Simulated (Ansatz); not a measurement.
CaSe (wurtzite) (no longer in that coordination) was relaxed with 3 functionals in Ansatz 0.2.0, cell and atoms free, the symmetry of the start kept (meshes: PBE 6×6×4, r2SCAN 6×6×4, PBEsol 6×6×4). The cell comes from a prototype generator: it can be a known phase or a hypothetical one. Spin polarisation is off.

The PBEsol result:
```
CELL_PARAMETERS angstrom
4.96406 0.00000 0.00000
-2.48203 4.29900 0.00000
0.00000 0.00000 5.80886
ATOMIC_POSITIONS crystal
Ca 0.33333 0.66667 0.93750
Ca 0.66667 0.33333 0.43750
Se 0.33333 0.66667 0.43750
Se 0.66667 0.33333 0.93750
```

It is hexagonal, P6_3/mmc (No. 194); a = 4.964 Å, c = 5.809 Å in the conventional setting, 30.99 Å³ an atom. Ca is surrounded by 5 Se at 2.87–2.90 Å; Se is surrounded by 5 Ca at 2.87–2.90 Å. The cell started from the wurtzite prototype, but the relaxation took it to the higher symmetry P6_3/mmc (No. 194), so the name no longer describes it.

**Question.** Order the functionals by the relaxed volume, smallest first.
A. r2SCAN
B. PBE
C. PBEsol

**Answer.** C (30.99 Å³/atom), A (31.87 Å³/atom), B (32.28 Å³/atom).

**Question.** How does the cell change with r2SCAN?

**Answer.** a = 5.006 Å, c = 5.876 Å; the volume differs by +2.9 % from PBEsol's. Ca has 5 Se at 2.89–2.94 Å; Se has 5 Ca at 2.89–2.94 Å.

**Question.** What lattice does PBE give?

**Answer.** a = 5.029 Å, c = 5.895 Å; the volume differs by +4.1 % from PBEsol's. Around Ca lie 5 Se at 2.90–2.95 Å; around Se lie 5 Ca at 2.90–2.95 Å.

**Question.** Held at the r2SCAN cell, what mean stress does PBE find, and does its sign point to its own minimum?

**Answer.** Yes. PBE +0.49 GPa, and its relaxed volume is +1.3 % from r2SCAN's. Compression counts positive, so a positive stress asks for a larger cell.
